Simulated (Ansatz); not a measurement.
# GaN: the cost of one run

Method: DFT PBEsol, scalar-relativistic, plane waves, PAW, in Ansatz 0.2.0.

4 further runs of the same task are left out: 4 set aside as unsound or not needed.

### 1 The structure to begin with

It takes space group F-43m (No. 216, cubic). Conventional cell: a = 4.498 Å, b = 4.498 Å, c = 4.498 Å, α = 90.00°, β = 90.00°, γ = 90.00°. Ga (site symmetry -43m) is surrounded by 4 N at 1.95 Å. N (site symmetry -43m) is surrounded by 4 Ga at 1.95 Å.

As a file:

```cif
data_structure
_symmetry_space_group_name_H-M 'P 1'
_symmetry_Int_Tables_number 1
_cell_length_a 3.1807
_cell_length_b 3.1807
_cell_length_c 3.1807
_cell_angle_alpha 60.000
_cell_angle_beta 60.000
_cell_angle_gamma 60.000
_cell_volume 22.75
loop_
_atom_site_label
_atom_site_type_symbol
_atom_site_fract_x
_atom_site_fract_y
_atom_site_fract_z
_atom_site_occupancy
Ga1 Ga 0.00000 0.00000 0.00000 1
N1 N 0.75000 0.75000 0.75000 1
```

It goes back to an entry of the Materials Project.

It is the result of an earlier relaxation at this level (volume 11.38 Å³/atom; gap on the mesh: 1.70 eV).

### 2 The cell under 5 GPa

What is minimised here is the enthalpy; the energy can go up as the cell is squeezed.

Contents of input.yaml:

```yaml
crystal:
  lattice:
    - [0.0, 2.2490690254, 2.2490690254]
    - [2.2490690254, 0.0, 2.2490690254]
    - [2.2490690254, 2.2490690254, 0.0]
  atoms:
    - { symbol: Ga, position: [0.0, 0.0, 0.0] }
    - { symbol: "N", position: [0.75, 0.75, 0.75] }
basis:
  ecutwfc: 420
kpoints:
  mp_grid: { grid: [10, 10, 10] }
hamiltonian:
  xc: pbesol
scf:
  occupations: { method: fixed }
output:
  forces: true
  stress: true
  eigenvalues: true
relax:
  adjacent_minimum: "off"
  f_tol: 0.001
  max_steps: 60
  cell: { stress_tol: 0.02, p_target: 5.0 }
```

Launch:

```
$ ansatz run input.yaml --threads 1 --pin off --max-ram 3072MiB --backend cpu --events-out ev --progress --plain --runs-dir out
```

Q: Estimate wall time and peak memory on 1 thread of Intel Xeon Platinum 8488C (Sapphire Rapids), shared host.

About 14 s, with a peak of 0.36 GiB.
